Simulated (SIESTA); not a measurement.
**CoO under changes of volume**

One of the cells (9.578 Å³/atom); the others are scaled copies at fixed shape and fractional positions:

```xyz
2
Lattice="1.5055 0.8692 2.4399 -1.5055 0.8692 2.4399 0.0000 -1.7384 2.4399" Properties=species:S:1:pos:R:3 pbc="T T T"
Co    0.0000    0.0000    0.0000
O     0.0000    0.0000    3.6599
```

The cell is a database's computed one.

- Program: SIESTA 5.4.2
- Functional: LDA
- Potentials or basis: PseudoDojo 0.4 standard (LDA files)
- Basis: DZP (energy shift 0.003 Ry; two zetas on semicore shells)
- Grid cutoff: 800 Ry
- Energy shift: 0.003 Ry
- k mesh: 8 × 8 × 8
- Occupations: fermi-dirac, width 0.05 eV
- Spin: collinear spin, ferromagnetic start
- Starting moments: [2.0, 0.0] μB

| volume (Å³/atom) | energy over the lowest point (meV/atom) | pressure (GPa) | moment (μB per cell) |
| --- | --- | --- | --- |
| 9.003 | 0.00 | -7.7 | 2.62 |
| 9.195 | 10.56 | -10.7 | 2.75 |
| 9.387 | 25.19 | -14.1 | 2.80 |
| 9.578 | 44.01 | -17.1 | 2.83 |
| 9.770 | ? | ? | ? |
| 9.961 | 91.84 | -22.1 | 2.91 |
| 10.153 | 119.51 | -24.1 | 2.95 |

Problem. What does the run at 9.770 Å³/atom give?

Solution. Energy over the lowest point 66.44 meV/atom; pressure -19.8 GPa; moment 2.87 μB per cell.

Worked out: A Birch-Murnaghan fit of order 3 (a polynomial in V^(-2/3)) to the other rows has its minimum at 8.75 Å³/atom, just outside them, with B0 = V·E''(V) = 245 GPa and B' = 5.5 at fixed shape and positions, which overstates the stiffness. It gives 66.48 meV/atom at 9.770 Å³/atom, against the run's 66.44, and -dE/dV = -20.0 GPa, against -19.8. A parabola through the other rows of the moment, of slope 0.194 μB per Å³/atom there, gives 2.89 μB, against the run's 2.87.

Energies are extrapolated to zero smearing.

Caveats: short orbitals over semicore shells can move pressures by several GPa; the basis of atomic orbitals isn't converged, which shifts pressures, moduli and gaps; a cell with one magnetic atom can't hold antiferromagnetic order, which such compounds often take.
